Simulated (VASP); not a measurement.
LiF in VASP 6.6.1, single-point calculation

INCAR

```
EDIFF = 1E-7
LREAL = .FALSE.
NSW = 0
MAGMOM = 2 -2
LCHARG = .FALSE.
ISIF = 2
ENCUT = 520
ALGO = Conjugate
PREC = Accurate
IBRION = -1
ISMEAR = 0
METAGGA = R2SCAN
SIGMA = 0.01
LWAVE = .FALSE.
NELM = 67
LASPH = .TRUE.
NBANDS = 12
ISPIN = 2
```

KPOINTS

```
KPOINTS created by Atomic Simulation Environment
0
Gamma
10 10 10
0 0 0
```

POSCAR

```
Li F
 1.0000000000000000
    -0.0186235506000000    1.9961969043000001    1.9961969043000001
     1.9961969043000001   -0.0186235506000000    1.9961969043000001
     1.9961969043000001    1.9961969043000001   -0.0186235506000000
 Li  F
   1   1
Cartesian
  0.0000000000000000  0.0000000000000000  0.0000000000000000
  1.9868851289999998  1.9868851289999998  1.9868851289999998
```

The recommended PBE PAW datasets give the neutral cell 10 valence electrons.

Command

```
mpirun -np 1 vasp_std
```

OSZICAR

```
N       E                     dE             d eps       ncg     rms           ort
DAV:   1     0.342012545985E+02    0.34201E+02   -0.67274E+03  1392   0.925E+02
DAV:   2    -0.739901375403E+01   -0.41600E+02   -0.40609E+02  1392   0.194E+02
DAV:   3    -0.846708502246E+01   -0.10681E+01   -0.10644E+01  1392   0.274E+01
DAV:   4    -0.847970617709E+01   -0.12621E-01   -0.12620E-01  1392   0.299E+00
DAV:   5    -0.847987317737E+01   -0.16700E-03   -0.16700E-03  1392   0.257E-01
SDA:   6    -0.111044255308E+02   -0.26246E+01   -0.16700E-03  1392   0.160E+01   0.000E+00
CGA:   7    -0.116230108514E+02   -0.51859E+00   -0.51993E+00  1392   0.332E+00  -0.735E-02
CGA:   8    -0.118588231855E+02   -0.23581E+00   -0.23303E+00  1392   0.699E-01   0.617E-02
CGA:   9    -0.118931658056E+02   -0.34343E-01   -0.34586E-01  1392   0.129E-01  -0.547E-03
CGA:  10    -0.118995851324E+02   -0.64193E-02   -0.63924E-02  1392   0.237E-02   0.176E-03
CGA:  11    -0.119006263308E+02   -0.10412E-02   -0.10377E-02  1392   0.386E-03   0.259E-04
CGA:  12    -0.119008208797E+02   -0.19455E-03   -0.19566E-03  1392   0.603E-04  -0.627E-05
CGA:  13    -0.119008530870E+02   -0.32207E-04   -0.31353E-04  1392   0.824E-05   0.444E-05
SDA:  14    -0.119008550045E+02   -0.19175E-05   -0.90388E-05  1392   0.166E-04  -0.107E-04
CGA:  15    -0.119008605610E+02   -0.55566E-05   -0.55947E-05  1392   0.119E-05   0.449E-06
SDA:  16    -0.119008607624E+02   -0.20139E-06   -0.30319E-06  1392   0.356E-06   0.615E-06
SDA:  17    -0.119008607654E+02   -0.29413E-08   -0.61286E-07  1392   0.195E-06   0.259E-06
   1 F= -.11900861E+02 E0= -.11900861E+02  d E =-.285058E-91  mag=     0.0000
```

It converged. Results: pressure -2.0 GPa; magnetic moment of the cell 0.00 μB.

For comparison, a separate r²SCAN run of the intended cell, on usual settings and not on those above, gives a gap of 10.34 eV on its mesh and a pressure of -2.0 GPa.

The run above took about 2.1 min on one core of a shared host (Intel Xeon Platinum 8488C) and held 0.21 GiB at most.
